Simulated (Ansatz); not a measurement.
One relaxed cell of SiC at several levels

A database entry relaxed whole under r2SCAN at zero pressure (P6_3mc, No. 186):

```
Si C
1.0
     3.07551    0.00000    0.00000
    -1.53776    2.66347    0.00000
     0.00000    0.00000    5.04862
Si C
2 2
Direct
  0.33333 0.66667 0.00460
  0.66667 0.33333 0.50460
  0.33333 0.66667 0.38040
  0.66667 0.33333 0.88040
```

Its volume is 10.34 Å³ an atom, -0.0 % against the entry's 10.34, which is old or was flagged in a check.

Single points on this cell with plane-wave PAW DFT (Ansatz 0.2.0; r2SCAN 500 eV, hybrids 420 eV; fermi-dirac occupations of width 0.020 eV; no moments): r2SCAN on a 12×12×6 Γ-centred mesh; HSE06 on a 6×6×4 Γ-centred mesh; PBE0 on a 6×6×4 Γ-centred mesh.

How do gap, pressure and charges move from level to level?

The runs give:

```csv
level,"gap (eV), or kind",pressure (GPa),Bader charge of Si (e),Bader charge of C (e)
r2SCAN,2.65,0.0,+2.88,-2.88
HSE06,3.16,-1.2,+2.86,-2.86
PBE0,3.88,-1.4,+2.86,-2.86
```

Under r2SCAN the gap is 2.65 eV, over mesh and band path. HSE06 moves it by +0.51 eV and PBE0 by +1.23 eV; PBE0 keeps its exact exchange at long range, which widens the gap over HSE06's by 0.72 eV on their common mesh.

Caveats: the relaxation kept the start's symmetry; HSE06 is read on its mesh and at the zone's corners, PBE0 on its mesh alone; hybrid pressures are good to a few tenths of a GPa; pressure is positive in compression.
